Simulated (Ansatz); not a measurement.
# MoS₂, space group R-3m: a conversion between chain and input file

Computed with Ansatz's Python interface.

Input file `mos2.yaml`:
```yaml
crystal:
  lattice:
    - [1.5855, 0.915389, 6.114997]
    - [-1.5855, 0.915389, 6.114997]
    - [0.0, -1.830778, 6.114997]
  atoms:
    - { symbol: Mo, position: [0.0, 0.0, 0.0] }
    - { symbol: S, position: [0.75, 0.75, 0.75] }
    - { symbol: S, position: [0.25, 0.25, 0.25] }
kpoints:
  mp_grid: { grid: [8, 8, 8] }
hamiltonian:
  xc: r2scan
scf:
  occupations: { method: fermi_dirac, width: 0.1 }
basis:
  ecutwfc: "23 Ha"
output:
  stress: true
  eigenvalues: true
relax:
  f_tol: 0.02
  cell: {}
```

At the Python prompt:
```pycon
>>> import ansatz as az
>>> calculation = az.Calculation.from_yaml('mos2.yaml')
>>> print(calculation.to_python())
(
    az.Lattice.of(((1.5855, 0.915389, 6.114997), (-1.5855, 0.915389, 6.114997), (0.0, -1.830778, 6.114997)))
    .atom("Mo", (0.0, 0.0, 0.0))
    .atom("S", (0.75, 0.75, 0.75))
    .atom("S", (0.25, 0.25, 0.25))
    .calculation()
    .basis(cutoff=625.861883657724)
    .kpoints(8, 8, 8)
    .functional("r2scan")
    .occupations(method="fermi_dirac", width=0.1)
    .relax(force_tolerance=0.02, cell=True)
    .stress()
    .band_table(publish=True)
)
```

The input is only written out: it wasn't run, and its settings aren't tested.
